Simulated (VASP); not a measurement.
A run of VASP 6.6.1 is set up as follows.

Contents of POSCAR:

```
LiCl
1.0
    4.1618736060      0.0000000000      0.0000000000
   -2.0809368030      3.6042882701      0.0000000000
    0.0000000000      0.0000000000      5.2325458168
Li Cl
2 2
Direct
    0.3333333333      0.6666666667      0.2500000000
    0.6666666667      0.3333333333      0.7500000000
    0.6666666667      0.3333333333      0.2500000000
    0.3333333333      0.6666666667      0.7500000000
```

File INCAR.step1:

```
SYSTEM = LiCl
  ALGO = Normal
  EDIFF = 1E-5
  ENCUT = 520
  GGA = PE
  ISIF = 2
  ISMEAR = 0
  LASPH = .TRUE.
  LCHARG = .FALSE.
  LREAL = .FALSE.
  LWAVE = .TRUE.
  NBANDS = 18
  NELM = 100
  PREC = Accurate
  SIGMA = 0.01
```

File INCAR.step2:

```
SYSTEM = LiCl
  ALGO = Normal
  EDIFF = 1E-6
  ENCUT = 520
  GGA = PE
  HFSCREEN = 0.2079
  ISIF = 2
  ISMEAR = 0
  ISTART = 1
  LASPH = .TRUE.
  LCHARG = .FALSE.
  LHFCALC = .TRUE.
  LREAL = .FALSE.
  LWAVE = .FALSE.
  NBANDS = 18
  NELM = 100
  PREC = Accurate
  PRECFOCK = Normal
  SIGMA = 0.01
```

The input KPOINTS:

```
k-points
0
G
  6 6 2
  0 0 0
```

Potentials or basis: VASP PAW PBE potentials, release 64 (Li_sv, Cl).

The run is started by

```console
$ cat potpaw_PBE.64/Li_sv/POTCAR potpaw_PBE.64/Cl/POTCAR > POTCAR
$ cp INCAR.step1 INCAR
$ mpirun -np 1 vasp_std > vasp.out
$ cp INCAR.step2 INCAR
$ mpirun -np 1 vasp_std > vasp.out
```

Q: Predict the band gap on the k mesh.

A: 6.95 eV, direct.

Caveat: the k mesh is coarse (spacing up to 0.60 Å⁻¹), so the values aren't converged, least of all with exact exchange.
